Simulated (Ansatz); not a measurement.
Be under changes of volume

One of the cells (8.105 Å³/atom); the others are scaled copies at fixed shape and fractional positions:

```xyz
2
Lattice="2.2853 0.0000 0.0000 -1.1426 1.9791 0.0000 0.0000 0.0000 3.5842" Properties=species:S:1:pos:R:3 pbc="T T T"
Be    1.1427    0.6597    2.6882
Be    0.0000    1.3194    0.8961
```

* Program: Ansatz 0.2.0
* Functional: PBE
* Potentials or basis: all-electron LAPW, scalar-relativistic
* Cutoff: 161 eV (chosen from the basis error)
* Basis error allowed: 0.0005 eV/atom
* k mesh: 13 × 13 × 8
* Occupations: fermi-dirac, width 0.05 eV
* Spin: no spin polarisation

```csv
volume (Å³/atom),energy over the lowest point (meV/atom),pressure (GPa)
7.619,4.30,4.9
7.781,0.78,2.1
7.943,0.00,-0.5
8.105,1.72,-2.8
8.268,5.74,-5.0
8.430,?,?
8.592,19.92,-8.8
```

**Question.** What does the run at 8.430 Å³/atom give?

**Answer.** Energy over the lowest point 11.87 meV/atom; pressure -7.0 GPa.

Worked out: A Birch-Murnaghan fit of order 3 (a polynomial in V^(-2/3)) to the other rows has its minimum at 7.91 Å³/atom with B0 = V·E''(V) = 123 GPa and B' = 3.2 at fixed shape and positions, which overstates the stiffness. It gives 11.87 meV/atom at 8.430 Å³/atom, against the run's 11.87, and -dE/dV = -7.0 GPa, against -7.0.

Energies are extrapolated to zero smearing.
